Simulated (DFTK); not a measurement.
# In (I4/mmm) in DFTK: further runs

One crystal, In, is run at these levels: PBE; tasks: single point, equation of state.

Everything below comes from runs of DFTK 0.8.2. Logs are shortened: lines on timing, memory, paths and dates and some standing lists are left out, and cuts for length are marked.

### Step 1. The structure

The structure is tetragonal, space group I4/mmm (No. 139). The conventional cell has a = 3.251 Å, b = 3.251 Å, c = 4.947 Å, α = 90.00°, β = 90.00°, γ = 90.00°. In (site symmetry 4/mmm) has 12 In at 3.25 to 3.38 Å as nearest neighbours.

### Step 2. Single point, PBE, 24.57 Å³/atom (volume scaled by 0.94)

Contents of run.jl:

```julia
using DFTK
using PseudoPotentialData
using Unitful, UnitfulAtomic
using LinearAlgebra, Printf
include("save.jl")
disable_threading()

# lattice vectors are the columns
lattice = austrip(1u"Å") * [      -1.62547        1.62547        1.62547;
                  1.62547       -1.62547        1.62547;
                   2.4737         2.4737        -2.4737]
symbols   = [:In]
positions = [[0.0, 0.0, 0.0]]
pseudopotentials = PseudoFamily("dojo.nc.sr.pbe.v0_5.stringent.upf")
elements = Dict(s => ElementPsp(s, pseudopotentials) for s in unique(symbols))
atoms    = [elements[s] for s in symbols]

build_model(lattice, positions; symmetries=true) =
    model_DFT(lattice, atoms, positions;
              functionals=PBE(),
              temperature=austrip(0.05u"eV"),
              smearing=Smearing.FermiDirac(),
              symmetries)
Ecut  = 41.0  # hartree
kgrid = [6, 6, 6]
tol   = 1e-6
to_GPa = ustrip(uconvert(u"GPa", 1u"hartree/bohr^3"))

results["points"] = []
for scale in [0.94, 0.96, 0.98, 1.0, 1.02, 1.04, 1.06]
    println("\n=== scale = ", scale)
    model = build_model(cbrt(scale) * lattice, positions)
    basis = PlaneWaveBasis(model; Ecut, kgrid)
    t0 = time()
    scfres = self_consistent_field(basis;
                                   tol,
                                   nbandsalg=AdaptiveBands(model; n_bands_converge=15))
    seconds = time() - t0
    @printf "SCF: %d iterations, %.1f s\n" scfres.n_iter seconds
    forces = compute_forces_cart(scfres)
    stress = compute_stresses_cart(scfres)
    @printf "V = %.5f Å^3  F = %.8f Ha  max force = %.5f eV/Å  p = %.4f GPa\n" ustrip(auconvert(u"Å^3", model.unit_cell_volume)) scfres.energies.total ustrip(auconvert(u"eV/Å", maximum(norm, forces))) (-tr(stress) / 3 * to_GPa)
    push!(results["points"], save_scf!(scfres; forces, stress, d=Dict{String,Any}("seconds" => seconds, "n_matvec" => get(scfres, :n_matvec, 0))))
end

# third-order Birch-Murnaghan fit in x = V^(-2/3)
V = [0.94, 0.96, 0.98, 1.0, 1.02, 1.04, 1.06] * abs(det(lattice))
E = [p["total"] for p in results["points"]]
x = V .^ (-2 / 3)
c = [x .^ 0 x x .^ 2 x .^ 3] \ E
Δ = c[3]^2 - 3c[2] * c[4]
if Δ > 0
    x0 = (-c[3] + sqrt(Δ)) / 3c[4]
    B0 = 4 / 9 * x0^(7 / 2) * (2c[3] + 6c[4] * x0)
    @printf "V0 = %.4f Å^3  B0 = %.2f GPa\n" ustrip(auconvert(u"Å^3", x0^(-3 / 2))) B0 * to_GPa
end
```

Potentials or basis: dojo.nc.sr.pbe.v0_5.stringent.upf (PBE).

Launch:

```console
$ julia --threads=1 run.jl  # one pass of the loop, scale = 0.94; save.jl only writes the numbers to a file and isn't shown; printed stress counts tension as positive; times include loading and compiling
```

What it wrote:

```text
=== scale = 0.94
n     Energy            log10(ΔE)   log10(Δρ)   Diag   Δtime
---   ---------------   ---------   ---------   ----   ------
  1   -199.4360208444                   -1.08    6.4    7.65s
  2   -199.4443018980       -2.08       -1.61    1.1    2.97s
  3   -199.4444480275       -3.84       -1.95    2.0    3.83s
  4   -199.4444623651       -4.84       -2.68    1.5    3.63s
  5   -199.4444648739       -5.60       -3.01    2.6    4.20s
  6   -199.4444651335       -6.59       -3.77    1.6    3.84s
  7   -199.4444651417       -8.09       -4.02    2.2    4.02s
  8   -199.4444651450       -8.49       -4.53    1.4    3.59s
  9   -199.4444651453       -9.46       -5.51    1.5    3.56s
 10   -199.4444651453      -11.05       -5.59    3.2    3.74s
[... 57 further cycles ...]
  2   -199.4455234578       -2.12       -1.62    1.1    2.58s
  3   -199.4456778676       -3.81       -1.95    2.1    3.81s
  4   -199.4456923867       -4.84       -2.63    1.5    3.62s
  5   -199.4456953912       -5.52       -2.96    2.4    4.07s
  6   -199.4456958431       -6.34       -3.62    1.9    3.99s
  7   -199.4456958630       -7.70       -3.96    1.7    3.62s
  8   -199.4456958689       -8.23       -4.47    1.8    3.97s
  9   -199.4456958694       -9.26       -5.08    1.7    2.95s
 10   -199.4456958694      -10.57       -5.57    1.9    3.54s
 11   -199.4456958694      -11.23       -6.15    2.0    4.11s
SCF: 11 iterations, 44.3 s
V = 27.71219 Å^3  F = -199.44569587 Ha  max force = 0.00000 eV/Å  p = -0.6977 GPa
V0 = 27.2034 Å^3  B0 = 36.11 GPa
```

Run time: 45 s. Hardware: 1 thread of Intel Xeon Platinum 8259CL at 2.50GHz (Skylake/Cascade Lake), shared host.

What came out:

* Free energy: -5427.1604 eV
* Pressure: 4.6 GPa
* Band gap on the k mesh: none (metal or under the smearing width)

Caveat: the k mesh is coarse (spacing up to 0.47 Å⁻¹), so the values aren't converged.

### Step 3. Single point, PBE, 25.10 Å³/atom (volume scaled by 0.96)

run.jl is that of step 2.

Potentials or basis: dojo.nc.sr.pbe.v0_5.stringent.upf (PBE).

Launch:

```console
$ julia --threads=1 run.jl  # one pass of the loop, scale = 0.96; save.jl only writes the numbers to a file and isn't shown; printed stress counts tension as positive; times include loading and compiling
```

Run time: 44 s. Hardware: 1 thread of Intel Xeon Platinum 8259CL at 2.50GHz (Skylake/Cascade Lake), shared host.

It converged, with:

```yaml
Free_energy: -5427.1736 eV
Pressure: 3.4 GPa
Band_gap_on_the_k_mesh: none (metal or under the smearing width)
```

Caveat: the k mesh is coarse (spacing up to 0.46 Å⁻¹), so the values aren't converged.

### Step 4. Single point, PBE, 25.62 Å³/atom (volume scaled by 0.98)

run.jl is that of step 3.

Launch:

```console
$ julia --threads=1 run.jl  # one pass of the loop, scale = 0.98; save.jl only writes the numbers to a file and isn't shown; printed stress counts tension as positive; times include loading and compiling
```

Run time: 46 s. Hardware: 1 thread of Intel Xeon Platinum 8259CL at 2.50GHz (Skylake/Cascade Lake), shared host.

Results (log left out):

- Free energy: -5427.1833 eV
- Pressure: 2.4 GPa
- Band gap on the k mesh: none (metal or under the smearing width)

Caveat: the k mesh is coarse (spacing up to 0.46 Å⁻¹), so the values aren't converged.

### Step 5. Single point, PBE, 26.14 Å³/atom

run.jl is that of step 4.

Launch:

```console
$ julia --threads=1 run.jl  # one pass of the loop, scale = 1.0; save.jl only writes the numbers to a file and isn't shown; printed stress counts tension as positive; times include loading and compiling
```

Run time: 44 s. Hardware: 1 thread of Intel Xeon Platinum 8259CL at 2.50GHz (Skylake/Cascade Lake), shared host.

Results (log left out):

```yaml
Free_energy: -5427.1899 eV
Pressure: 1.5 GPa
Band_gap_on_the_k_mesh: none (metal or under the smearing width)
```

Caveat: the k mesh is coarse (spacing up to 0.46 Å⁻¹), so the values aren't converged.

### Step 6. Single point, PBE, 26.67 Å³/atom (volume scaled by 1.02)

run.jl is that of step 5.

Potentials or basis: dojo.nc.sr.pbe.v0_5.stringent.upf (PBE).

Launch:

```console
$ julia --threads=1 run.jl  # one pass of the loop, scale = 1.02; save.jl only writes the numbers to a file and isn't shown; printed stress counts tension as positive; times include loading and compiling
```

Wall time 44 s (1 thread of Intel Xeon Platinum 8259CL at 2.50GHz (Skylake/Cascade Lake), shared host).

Results (log left out):

```yaml
Free_energy: -5427.1937 eV
Pressure: 0.7 GPa
Band_gap_on_the_k_mesh: none (metal or under the smearing width)
```

Caveat: the k mesh is coarse (spacing up to 0.45 Å⁻¹), so the values aren't converged.

### Step 7. Single point, PBE, 27.19 Å³/atom (volume scaled by 1.04)

run.jl is that of step 6.

Launch:

```console
$ julia --threads=1 run.jl  # one pass of the loop, scale = 1.04; save.jl only writes the numbers to a file and isn't shown; printed stress counts tension as positive; times include loading and compiling
```

Wall time 44 s (1 thread of Intel Xeon Platinum 8259CL at 2.50GHz (Skylake/Cascade Lake), shared host).

The run converged. Its results:

```
Free energy            : -5427.1949 eV
Pressure               : 0.0 GPa
Band gap on the k mesh : none (metal or under the smearing width)
```

Caveat: the k mesh is coarse (spacing up to 0.45 Å⁻¹), so the values aren't converged.

### Step 8. Single point, PBE, 27.71 Å³/atom (volume scaled by 1.06)

run.jl is that of step 7.

Launch:

```console
$ julia --threads=1 run.jl  # one pass of the loop, scale = 1.06; save.jl only writes the numbers to a file and isn't shown; printed stress counts tension as positive; times include loading and compiling
```

Run time: 44 s. Hardware: 1 thread of Intel Xeon Platinum 8259CL at 2.50GHz (Skylake/Cascade Lake), shared host.

It converged, with:

```
Free energy            : -5427.1939 eV
Pressure               : -0.7 GPa
Band gap on the k mesh : none (metal or under the smearing width)
```

Caveat: the k mesh is coarse (spacing up to 0.45 Å⁻¹), so the values aren't converged.

### Step 9. Equation of state, PBE

Changes to run.jl since step 8:

```diff
@@ -13,4 +13,4 @@
 positions = [[0.0, 0.0, 0.0]]
-pseudopotentials = PseudoFamily("dojo.nc.sr.pbe.v0_5.stringent.upf")
-elements = Dict(s => ElementPsp(s, pseudopotentials) for s in unique(symbols))
+pseudopotentials = Dict(:In => "In.upf")
+elements = Dict(s => ElementPsp(s, pseudopotentials; rcut=10.0) for s in unique(symbols))
 atoms    = [elements[s] for s in symbols]
@@ -23,3 +23,3 @@
               symmetries)
-Ecut  = 41.0  # hartree
+Ecut  = 45.0  # hartree
 kgrid = [6, 6, 6]
@@ -36,3 +36,3 @@
                                    tol,
-                                   nbandsalg=AdaptiveBands(model; n_bands_converge=15))
+                                   nbandsalg=AdaptiveBands(model; n_bands_converge=11))
     seconds = time() - t0
```

Potentials or basis: SG15 1.2 (PBE).

Launch:

```console
$ julia --threads=1 run.jl  # save.jl only writes the numbers to a file and isn't shown; printed stress counts tension as positive; times include loading and compiling
```

Wall time 14 min (1 thread of Intel Xeon Platinum 8259CL at 2.50GHz (Skylake/Cascade Lake), shared host); peak memory 1.6 GiB.

The run converged. Its results:

- Equilibrium volume: 27.20 Å³/atom
- Bulk modulus at fixed shape and positions: 36 GPa
- Pressure derivative of the bulk modulus: 4.6

Energy against volume, from the lowest point:
```tsv
volume (Å³/atom)	energy (meV/atom)
24.575	34.75
25.098	21.44
25.621	11.66
26.144	5.04
26.666	1.25
27.189	0.00
27.712	1.05
```

Caveat: the k mesh is coarse (spacing up to 0.46 Å⁻¹), so the values aren't converged; the cell was scaled at fixed shape and fractional positions, which overstates the stiffness of a crystal with free parameters, most of all of layers and chains.
